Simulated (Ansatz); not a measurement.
**What a trial cell of SiRu3 relaxes into**

Theory: Ansatz, DFT PBE, scalar-relativistic, plane waves, PAW. Cutoff 420 eV, Γ-centred k mesh, Gaussian smearing, no spin polarisation in the final step.

A relaxed cell is given with its space group left out.

```
Si Ru
1.0
     4.79416    0.00000    0.00000
     0.00000    4.79416    0.00000
     0.00000    0.00000    4.79416
Si Ru
2 6
Direct
  0.00000 0.00000 0.00000
  0.50000 0.50000 0.50000
  0.00000 0.50000 0.25000
  0.00000 0.50000 0.75000
  0.25000 0.00000 0.50000
  0.75000 0.00000 0.50000
  0.50000 0.75000 0.00000
  0.50000 0.25000 0.00000
```

The zero of energy is the elements' standard structures at the same level; no fitted shifts are applied.

Q: What space group does it have?

A: Pm-3n (No. 223). Conventional cell: a = 4.794 Å. Si has 12 Ru at 2.68 Å; Ru is coordinated by 2 Ru at 2.40 Å, 4 Si at 2.68 Å and 8 Ru at 2.94 Å.

Q: What is its formation energy per atom?

A: 0.17 eV/atom.

Q: Is it a metal?

A: Yes, bands cross the Fermi level on the 8×8×8 mesh.

The final run used a 8×8×8 mesh on its 8-atom cell and 0.10 eV smearing. The k mesh leaves about 4 meV/atom of noise in metals. The cell came from a trial start, so SiRu3 may not exist in this structure.

Cost: 2 runs of about 2.5 core-minutes in all, on Intel Xeon Platinum 8259CL (Skylake/Cascade Lake) (shared hosts).